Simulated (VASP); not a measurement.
# Si (Fd-3m) in VASP: notebook, part 2 of 2

VASP 6.6.1.

### Step 5. Single point, PBE (grid = ENCUT=500 dk=0.45 cell=3x3x2 ISMEAR=0 SIGMA=0.05 LREAL=Auto EDIFF=1e-06)

Input file INCAR:

```
SYSTEM = Si
  PREC = Accurate
  ENCUT = 500
  EDIFF = 1E-6
  ISMEAR = 0
  SIGMA = 0.05
  LREAL = Auto
  LASPH = .TRUE.
  NELM = 120
  ALGO = Fast
  ISIF = 2
  LWAVE = .FALSE.
  LCHARG = .FALSE.
  GGA = PE
  NBANDS = 84
```

Input file KPOINTS:

```
Automatic mesh
0
G
  2 2 3
  0 0 0
```

Input file POSCAR:

```
Si
1.0
    0.0000000000      8.1655535595      8.1655535595
    8.1655535595      0.0000000000      8.1655535595
    5.4437023730      5.4437023730      0.0000000000
Si
36
Direct
    0.1666666667      0.1666666667      0.2500000000
    0.1666666667      0.1666666667      0.7500000000
    0.1666666667      0.5000000000      0.2500000000
    0.1666666667      0.5000000000      0.7500000000
    0.1666666667      0.8333333333      0.2500000000
    0.1666666667      0.8333333333      0.7500000000
    0.5000000000      0.1666666667      0.2500000000
    0.5000000000      0.1666666667      0.7500000000
    0.5000000000      0.5000000000      0.2500000000
    0.5000000000      0.5000000000      0.7500000000
    0.5000000000      0.8333333333      0.2500000000
    0.5000000000      0.8333333333      0.7500000000
    0.8333333333      0.1666666667      0.2500000000
    0.8333333333      0.1666666667      0.7500000000
    0.8333333333      0.5000000000      0.2500000000
    0.8333333333      0.5000000000      0.7500000000
    0.8333333333      0.8333333333      0.2500000000
    0.8333333333      0.8333333333      0.7500000000
    0.2500000000      0.2500000000      0.3750000000
    0.2500000000      0.2500000000      0.8750000000
    0.2500000000      0.5833333333      0.3750000000
    0.2500000000      0.5833333333      0.8750000000
    0.2500000000      0.9166666667      0.3750000000
    0.2500000000      0.9166666667      0.8750000000
    0.5833333333      0.2500000000      0.3750000000
    0.5833333333      0.2500000000      0.8750000000
    0.5833333333      0.5833333333      0.3750000000
    0.5833333333      0.5833333333      0.8750000000
    0.5833333333      0.9166666667      0.3750000000
    0.5833333333      0.9166666667      0.8750000000
    0.9166666667      0.2500000000      0.3750000000
    0.9166666667      0.2500000000      0.8750000000
    0.9166666667      0.5833333333      0.3750000000
    0.9166666667      0.5833333333      0.8750000000
    0.9166666667      0.9166666667      0.3750000000
    0.9166666667      0.9166666667      0.8750000000
```

Potentials or basis: VASP PAW PBE potentials, release 64 (Si).

On the command line:

```sh
$ cat potpaw_PBE.64/Si/POTCAR > POTCAR
$ mpirun -np 1 vasp_std > vasp.out
```

OUTCAR:

```text
SYSTEM = Si
   PREC = Accurate
   ENCUT = 500
   EDIFF = 1E-6
   ISMEAR = 0
   LREAL = Auto
   LASPH = .TRUE.
   NELM = 120
   ISIF = 2
   GGA = PE

 Found      6 irreducible k-points:

 Following reciprocal coordinates:
            Coordinates               Weight
  0.000000  0.000000  0.000000      1.000000
  0.500000  0.000000  0.000000      2.000000
  0.500000  0.500000  0.000000      1.000000
  0.000000  0.000000  0.333333      2.000000
  0.500000  0.000000  0.333333      4.000000
  0.500000  0.500000  0.333333      2.000000
   k-points           NKPTS =      6   k-points in BZ     NKDIM =      6   number of bands    NBANDS=     84
[... 602 lines left out ...]
  Total        6.0434264      6.0434264      6.0434966      0.0000359      0.0000351      0.0000351
  in kB       13.3382295     13.3382295     13.3383846      0.0000793      0.0000774      0.0000774
  external PRESSURE =      13.3382812 kB  Pullay stress =       0.0000000 kB

 VOLUME and BASIS-vectors are now :
 -----------------------------------------------------------------------------
  energy-cutoff  :      500.00
  volume of cell :      725.93
      direct lattice vectors                 reciprocal lattice vectors
     0.000000000  8.165553559  8.165553559    -0.061232836  0.061232836  0.061232836
     8.165553559  0.000000000  8.165553559     0.061232836 -0.061232836  0.061232836
     5.443702373  5.443702373  0.000000000     0.091849254  0.091849254 -0.091849254

 POSITION                                       TOTAL-FORCE (eV/Angst)
 -----------------------------------------------------------------------------------
      2.72185      2.72185      2.72185         0.000001      0.000001      0.000000
      5.44370      5.44370      2.72185         0.000001      0.000001      0.000000
      5.44370      2.72185      5.44370         0.000001      0.000001      0.000000
      8.16555      5.44370      5.44370         0.000001      0.000001      0.000000
      8.16555      2.72185      8.16555         0.000001      0.000001      0.000000
     10.88740      5.44370      8.16555         0.000001      0.000001      0.000000
[... 28 lines left out ...]
      9.52648      9.52648     14.97018        -0.000001     -0.000001     -0.000000
     12.24833     12.24833     14.97018        -0.000001     -0.000001     -0.000000
 -----------------------------------------------------------------------------------
    total drift:                                0.000000      0.000000      0.000001

  FREE ENERGIE OF THE ION-ELECTRON SYSTEM (eV)
  ---------------------------------------------------
  free  energy   TOTEN  =      -194.8453683187 eV

  energy  without entropy=     -194.8453683187  energy(sigma->0) =     -194.84536832
```

stdout:

```text
POSCAR found type information on POSCAR Si
 POSCAR found :  1 types and      36 ions
 scaLAPACK will be used
 LDA part: xc-table for (Slater+PW92), standard interpolation
 -----------------------------------------------------------------------------
|                                                                             |
|           W    W    AA    RRRRR   N    N  II  N    N   GGGG   !!!           |
|           W    W   A  A   R    R  NN   N  II  NN   N  G    G  !!!           |
|           W    W  A    A  R    R  N N  N  II  N N  N  G       !!!           |
|           W WW W  AAAAAA  RRRRR   N  N N  II  N  N N  G  GGG   !            |
|           WW  WW  A    A  R   R   N   NN  II  N   NN  G    G                |
|           W    W  A    A  R    R  N    N  II  N    N   GGGG   !!!           |
|                                                                             |
|     Your reciprocal lattice and k-lattice belong to different lattice       |
|     classes:                                                                |
|                                                                             |
|        The reciprocal lattice is base-centered monoclinic,                  |
|        whereas your k-lattice is body-centered cubic.                       |
|                                                                             |
|     Results are often still useful ...                                      |
|                                                                             |
 -----------------------------------------------------------------------------

 POSCAR, INCAR and KPOINTS ok, starting setup
 FFT: planning ... GRIDC
 FFT: planning ... GRID_SOFT
 FFT: planning ... GRID
 WAVECAR not read
 entering main loop
```

Run time: 17 min. Hardware: 1 thread of Intel Xeon Platinum 8375C at 2.90GHz (Ice Lake), shared host; peak memory 0.85 GiB.

The run converged, but some of its settings lie outside the range that counts as converged, so its numbers aren't taken as properties of the crystal.

Results:

| Quantity | Value |
| --- | --- |
| Free energy | -194.8454 eV |
| Pressure | 1.3 GPa |
| Band gap on the k mesh | 0.72 eV |

Caveat: an odd mesh through Γ misses points on the zone boundary, where band edges often lie.

### Step 6. Single point, PBE (grid = ENCUT=600 dk=0.35 cell=3x3x2 ISMEAR=0 SIGMA=0.05 LREAL=Auto EDIFF=1e-06)

Input file INCAR:

```
PREC = Accurate ; ENCUT = 600
EDIFF = 1E-6 ; ISMEAR = 0
SIGMA = 0.05 ; LREAL = Auto
LASPH = T ; NELM = 120
ALGO = Fast ; ISIF = 2
LWAVE = F ; LCHARG = F
GGA = PE ; NBANDS = 88
```

Input file KPOINTS:

```
regular mesh
0
Gamma
  2 2 3
```

Edit POSCAR of step 5 so:

```diff
@@ -1,2 +1,2 @@
-Si
+TiSi35
 1.0
@@ -5,4 +5,4 @@
     5.4437023730      5.4437023730      0.0000000000
-Si
-36
+Ti Si
+1 35
 Direct
```

Potentials or basis: VASP PAW PBE potentials, release 64 (Ti_sv, Si).

On the command line:

```sh
$ cat potpaw_PBE.64/Ti_sv/POTCAR potpaw_PBE.64/Si/POTCAR > POTCAR
$ mpirun -np 1 vasp_std > vasp.out
```

OUTCAR:

```text
PREC = Accurate
   ENCUT = 600
   EDIFF = 1E-6
   ISMEAR = 0
   LREAL = Auto
   LASPH = T
   NELM = 120
   ISIF = 2
   GGA = PE

 Found      6 irreducible k-points:

 Following reciprocal coordinates:
            Coordinates               Weight
  0.000000  0.000000  0.000000      1.000000
  0.500000  0.000000  0.000000      2.000000
  0.500000  0.500000  0.000000      1.000000
  0.000000  0.000000  0.333333      2.000000
[... 629 lines left out ...]
  -------------------------------------------------------------------------------------
  Total       11.8715276     11.8715276     11.7889754      0.0032718      0.0411156      0.0411149
  in kB       26.2012226     26.2012226     26.0190245      0.0072211      0.0907448      0.0907432
  external PRESSURE =      26.1404899 kB  Pullay stress =       0.0000000 kB

 VOLUME and BASIS-vectors are now :
 -----------------------------------------------------------------------------
  energy-cutoff  :      600.00
  volume of cell :      725.93
      direct lattice vectors                 reciprocal lattice vectors
     0.000000000  8.165553559  8.165553559    -0.061232836  0.061232836  0.061232836
     8.165553559  0.000000000  8.165553559     0.061232836 -0.061232836  0.061232836
     5.443702373  5.443702373  0.000000000     0.091849254  0.091849254 -0.091849254

 POSITION                                       TOTAL-FORCE (eV/Angst)
 -----------------------------------------------------------------------------------
      2.72185      2.72185      2.72185        -0.063672     -0.063672     -0.024972
      5.44370      5.44370      2.72185         0.008612      0.008612     -0.089245
      5.44370      2.72185      5.44370         0.043751     -0.035853      0.031104
      8.16555      5.44370      5.44370         0.037000     -0.040893      0.032071
      8.16555      2.72185      8.16555        -0.017634     -0.043738     -0.033306
     10.88740      5.44370      8.16555         0.038421      0.032190     -0.029062
[... 28 lines left out ...]
      9.52648      9.52648     14.97018         0.004213      0.004213      0.016628
     12.24833     12.24833     14.97018        -0.005580     -0.005580      0.001210
 -----------------------------------------------------------------------------------
    total drift:                               -0.000137     -0.000137      0.000353

  FREE ENERGIE OF THE ION-ELECTRON SYSTEM (eV)
  ---------------------------------------------------
  free  energy   TOTEN  =      -194.6468542186 eV

  energy  without entropy=     -194.6468542140  energy(sigma->0) =     -194.64685422
```

Run time: 16 min. Hardware: 1 thread of Intel Xeon 6975P-C (Granite Rapids), shared host; peak memory 1.3 GiB.

The run converged, but some of its settings lie outside the range that counts as converged, so its numbers aren't taken as properties of the crystal.

Results:

* Free energy: -194.6469 eV
* Pressure: 2.6 GPa
* Largest force: 1.748 eV/Å
* Band gap on the k mesh: 0.37 eV, indirect (least direct gap 0.39 eV)
